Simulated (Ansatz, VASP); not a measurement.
**Two plane-wave programs on SnSe2**

```
Sn Se
1.0
     3.81587    0.00000    0.00000
    -1.90794    3.30464    0.00000
     0.00000    0.00000    6.12133
Sn Se
1 2
Direct
  0.00000 0.00000 0.00000
  0.33333 0.66667 0.25923
  0.66667 0.33333 0.74077
```

Alike in both runs: functional PBEsol; k mesh 10 × 10 × 6; occupations gaussian, width 0.05 eV; no spin polarisation.

Ansatz relaxed the structure, and its values are those at the end. VASP's run is a single point on that final structure, the one shown.

|  | VASP | Ansatz |
| --- | --- | --- |
| version | VASP 6.6.1 | Ansatz 0.2.0 |
| potentials or method | VASP PAW PBE potentials, release 64 (Sn_d, Se) | scalar-relativistic, plane waves, PAW |
| plane-wave cutoff (eV) | 520 | 420 |
| valence electrons in the cell | 26 | 46 |

```tsv
	VASP	Ansatz	Ansatz less VASP
gap on the k mesh at the Fermi level (eV)	0.49	0.50	+0.005
least direct gap on the mesh (eV)	0.96	0.97	+0.009
pressure (GPa)	0.2	0.1	-0.10
rms of the force components (eV/Å)	0.009	0.001	-0.0078
```

The two sets of potentials don't hold the same shells in valence.

Caveats: the PAW data sets were made with another functional, which shifts forces and pressure a little (VASP); spin-orbit coupling is left out, which moves the levels of the heavy elements; this functional lacks dispersion, which binds the layers, so the pressure and a relaxed spacing across them are unreliable.
